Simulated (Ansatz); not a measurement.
# Al: a line through an energy map

One line of a two-coordinate grid on Al (Im-3m, No. 229; 4 atoms in the cell): slide along a2 is varied, at slide along a1 = 0.2.

Program: Ansatz 0.2.0. Level of theory: DFT PBE, scalar-relativistic, plane waves, PAW. These are calculated values, not measurements.

1 further run of the same task is left out (set aside as unsound or not needed). Runs told in other sessions of the task aren't counted.

## (1) Starting point

Symmetry: Im-3m, No. 229, cubic system. Conventional cell: a = 3.235 Å, b = 3.235 Å, c = 3.235 Å, α = 90.00°, β = 90.00°, γ = 90.00°. Al (site symmetry m-3m) is surrounded by 8 Al at 2.80 Å.

As a file:

```xyz
1
Lattice="-1.6175 1.6175 1.6175 1.6175 -1.6175 1.6175 1.6175 1.6175 -1.6175" Properties=species:S:1:pos:R:3 pbc="T T T"
Al    0.0000    0.0000    0.0000
```

It goes back to an entry of the Materials Project, which need not be the stable form.

This cell was relaxed beforehand with the same method: volume 16.93 Å³/atom, gap on the mesh none (metal).

## (2) What is varied

Gamma surface: rigid slide across a plane, one fault a cell; the plane is (0 1 1) of the conventional cell.

First coordinate, slide along a1: 10 values from 0.0 to 0.9, periodic. Second coordinate, slide along a2: 10 values from 0.0 to 0.9, periodic.

Nothing else is relaxed (rigid halves, spacing across the cut fixed). Energies count from the perfect crystal. Points are written as (first, second).

The two vectors of the plane (Å): (-1.617, 1.617, -1.617); (-1.617, -1.617, 1.617).

## (3) The run at (2/10, 2/10) of the map's two axes

input.yaml reads:

```yaml
crystal:
  lattice:
    - [-1.6174623135, 1.6174623135, -1.6174623135]
    - [-1.6174623135, -1.6174623135, 1.6174623135]
    - [-0.6469849254, 6.4698492542, 6.4698492542]
  atoms:
    - { symbol: Al, position: [-0.175, -0.175, 0.875] }
    - { symbol: Al, position: [0.475, 0.475, 0.125] }
    - { symbol: Al, position: [-0.075, -0.075, 0.375] }
    - { symbol: Al, position: [0.375, 0.375, 0.625] }
basis:
  ecutwfc: 420
kpoints:
  mp_grid: { grid: [16, 16, 5] }
hamiltonian:
  xc: pbe
  pseudopotentials: { kind: paw, azcp: { folder: soft_1 } }
scf:
  occupations: { method: gaussian, width: 0.15 }
output:
  forces: true
  stress: true
  eigenvalues: true
```

The run is started by

```bash
$ ansatz run input.yaml --threads 2 --pin off --max-ram 4096MiB --backend cpu --events-out ev --progress --plain --runs-dir out
```

Further runs follow: the other points of the line.

Before running it: what results should come out? Wanted: for each run, slide along a2; energy; slope; pressure; largest force on an atom.

As calculated:

```
slide along a2  step  energy (meV/Å²)  slope (meV/Å² per unit fraction)  pressure (GPa)  largest force on an atom (eV/Å)
           0.0     –              1.0                                86            0.27                             0.30
           0.1     –               12                               120            0.81                             0.60
           0.2     3               24                               110            1.48                             0.96
           0.3     4               32                                54            2.03                             1.27
           0.4     –               34                               −23            2.28                             1.40
           0.5     –               28                               −92            2.11                             1.28
           0.6     5               16                              −127            1.57                             0.97
           0.7     6              4.3                              −107            0.88                             0.58
           0.8     7             −3.5                               −44            0.30                             0.23
           0.9     –             −4.7                                23            0.07                             0.09
```

Energies count from the perfect crystal. Rows without a step come from runs not printed here or follow by symmetry. Slopes come from the forces (and the stress, where the cell changes), not from differences of energies.

**Reading.** The lowest point computed on the line is at 0.9, −4.7 meV/Å² from the zero. The highest point computed, at 0.4, lies 38 meV/Å² above the lowest. This is one cut through a surface in two coordinates; it holds the lowest point sampled, which need not be a minimum.
